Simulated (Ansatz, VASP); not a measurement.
# GaAs in two plane-wave programs, part 2 of 2

Aim: how closely do two programs agree when they are given the same cell, functional and k mesh? The cell is taken from a series of VASP runs on this material, whose earlier steps may have relaxed, scaled or displaced it; both programs get it as it stands.

VASP 6.6.1 and Ansatz 0.2.0.

So far: The starting structure; Ansatz: band structure, HSE06; VASP: band structure, HSE06.

## Step 3: VASP: band structure, HSE06 (continued)

Level of this step: HSE06; plane waves and PAW (Ga_d, As) (VASP).

Numbers of over 12 decimals in the logs are rounded to 6 here.

OUTCAR, selected parts (step 3):

```text
ion  position               nearest neighbor table
   1  0.000  0.000  0.000-   2 2.45   2 2.45   2 2.45   2 2.45
   2  0.750  0.750  0.750-   1 2.45   1 2.45   1 2.45   1 2.45

  LATTYP: Found a face centered cubic cell.
 ALAT       =     5.6537000000

 Subroutine GETGRP returns: Found 24 space group operations
 (whereof 24 operations were pure point group operations)

The static configuration has the point symmetry T_d .

 Found      8 irreducible k-points:

   k-points           NKPTS =      8   k-points in BZ     NKDIM =     64   number of bands    NBANDS=     15

   dimension x,y,z NGX =    28 NGY =   28 NGZ =   28
   dimension x,y,z NGXF=    56 NGYF=   56 NGZF=   56

   ENCUT  =  400.0 eV  29.40 Ry    5.42 a.u.   6.52  6.52  6.52*2*pi/ulx,y,z

   NELECT =      18.0000    total number of electrons

 k-points in reciprocal lattice and weights: Automatic mesh
   0.00000000  0.00000000  0.00000000       0.016
   0.25000000  0.00000000  0.00000000       0.125
   0.50000000  0.00000000  0.00000000       0.062
   0.25000000  0.25000000  0.00000000       0.094
   0.50000000  0.25000000  0.00000000       0.375
  -0.25000000  0.25000000  0.00000000       0.188
   0.50000000  0.50000000  0.00000000       0.047
  -0.25000000  0.50000000  0.25000000       0.094

  exchange ACFDT corr.  =         0.00000000  see jH, gK, PRB 81, 115126

 average (electrostatic) potential at core
       1 -59.4091       2 -46.4989

 E-fermi :   3.6692

 k-point     1 :       0.0000    0.0000    0.0000
  band No.  band energies     occupation
    ...
      5     -13.8015      2.00000
      6     -10.4319      2.00000
      7       3.5089      2.00000
      8       3.5089      2.00000
      9       3.5089      2.00000
     10       4.9975      0.00000
     11       8.0777      0.00000
     12       8.0777      0.00000
     13       8.0777      0.00000
     14      12.1334      0.00000
    ...

 k-point     2 :       0.2500    0.0000    0.0000
  band No.  band energies     occupation
    ...
      5     -13.8010      2.00000
      6      -9.6844      2.00000
      7      -0.8668      2.00000
      8       2.7896      2.00000
      9       2.7896      2.00000
     10       5.8188      0.00000
     11       8.9923      0.00000
     12       8.9923      0.00000
     13      10.4782      0.00000
     14      13.4698      0.00000
    ...

 k-point     3 :       0.5000    0.0000    0.0000
  band No.  band energies     occupation
    ...
      5     -13.7986      2.00000
      6      -8.5097      2.00000
      7      -3.6842      2.00000
      8       2.2803      2.00000
      9       2.2803      2.00000
     10       5.3296      0.00000
     11       8.9972      0.00000
     12       8.9972      0.00000
     13      12.2007      0.00000
     14      15.1451      0.00000
    ...

  Total        0.2908610      0.2908610      0.2908610      0.0000000      0.0000000     -0.0000000
  in kB       10.3147273     10.3147273     10.3147273      0.0000000      0.0000000     -0.0000000
  external PRESSURE =      10.3147273 kB  Pullay stress =       0.0000000 kB

  energy-cutoff  :      400.00
  volume of cell :       45.18
      direct lattice vectors                 reciprocal lattice vectors
     0.000000000  2.826850000  2.826850000    -0.176875321  0.176875321  0.176875321
     2.826850000  0.000000000  2.826850000     0.176875321 -0.176875321  0.176875321
     2.826850000  2.826850000  0.000000000     0.176875321  0.176875321 -0.176875321

 POSITION                                       TOTAL-FORCE (eV/Angst)
 -----------------------------------------------------------------------------------
      0.00000      0.00000      0.00000        -0.000000      0.000000     -0.000000
      4.24027      4.24027      4.24027         0.000000     -0.000000      0.000000
 -----------------------------------------------------------------------------------
    total drift:                                0.000022      0.000042      0.000020

  FREE ENERGIE OF THE ION-ELECTRON SYSTEM (eV)
  ---------------------------------------------------
  free  energy   TOTEN  =        -9.7383427056 eV

  energy  without entropy=       -9.7383427056  energy(sigma->0) =       -9.73834271

 total charge
# of ion       s       p       d       tot
------------------------------------------
    1        0.826   0.810  10.012  11.648
    2        1.206   1.672   0.031   2.908
--------------------------------------------------
tot          2.031   2.482  10.043  14.556

[... 3 further parts left out ...]
```

The run ends at a pressure of 1.03 GPa.

## Step 4: Differences

Known differences besides the potentials themselves: exact exchange at q = 0 is treated differently, which shows on coarse meshes; VASP keeps PBE cores, Ansatz makes them for the functional; the data sets hold 28 valence electrons in Ansatz (default PAW (the set named soft_2) files) and 18 in VASP; the cutoff is 420 eV in Ansatz and 400 eV in VASP; VASP takes a coarser grid for exact exchange (PRECFOCK = Fast). Total energies have different zeros and are not compared.

Compared:

```tsv
quantity	Ansatz	VASP	difference
pressure (GPa)	1.41	1.03	+0.38
pressure without Ansatz's Pulay correction (GPa)	1.35	1.03	+0.32
gap over the path points (eV)	1.491	1.488	+0.003
```

Levels at points of the path, from each program's valence-band top (eV; 3 filled, then empty):

```tsv
k (reciprocal lattice)	Ansatz	VASP
0.000 0.000 0.000	0.00 0.00 0.00 1.49 4.56 4.56	0.00 0.00 0.00 1.49 4.57 4.57
0.500 0.000 0.500	-7.39 -2.91 -2.91 2.10 2.37 11.56	-7.37 -2.90 -2.90 2.11 2.38 11.55
0.500 0.214 0.714	-7.18 -3.79 -3.56 4.98 5.24 6.97	-7.16 -3.77 -3.55 4.99 5.24 6.98
0.411 0.339 0.750	-7.16 -4.13 -2.66 3.04 5.57 8.40	-7.15 -4.12 -2.65 3.05 5.57 8.40
0.161 0.161 0.321	-4.19 -2.10 -0.52 3.47 5.25 5.42	-4.19 -2.09 -0.52 3.47 5.25 5.42
0.214 0.214 0.214	-3.71 -0.59 -0.59 2.41 5.36 5.36	-3.70 -0.58 -0.58 2.42 5.37 5.37
0.554 0.393 0.554	-7.08 -2.87 -1.64 3.12 5.33 6.48	-7.07 -2.86 -1.63 3.13 5.33 6.48
0.589 0.250 0.661	-7.16 -4.13 -2.66 3.04 5.57 8.40	-7.15 -4.12 -2.65 3.05 5.57 8.40
0.500 0.286 0.714	-7.12 -3.99 -3.28 5.10 5.66 6.50	-7.11 -3.98 -3.27 5.11 5.67 6.50
0.500 0.500 0.500	-7.21 -1.23 -1.23 1.81 5.48 5.48	-7.19 -1.23 -1.23 1.82 5.49 5.49
```

Among the levels compared at these points, filled levels agree within 14 meV and empty ones within 14 meV. Ansatz's pressure holds a Pulay correction of 0.06 GPa; VASP's holds none.

## Step 5: Results

| Item | Value |
| --- | --- |
| difference in gap over the path points (band structure, HSE06) | 0.0029 eV |

**Reading.** The difference in gap over the path points is 0.0029 eV (band structure, HSE06), within the 0.08 eV picked in this series as the mark of a large difference. Such differences can come from data sets, numerical settings and the points named under the comparisons, not from the functional's error against experiment.

[Lines on the potential files, build, host, timing and source positions are cut from VASP's logs without a mark.]

[Logs are printed without paths, hosts, clocks, repeated set-up lines and the standing remarks that a program may print on its own settings, such as how far it seeks lower states.]

[Hosts, paths, dates, database ids (printed as entryN), source tags and the programs' standing remarks are cut or masked in the printed files.]
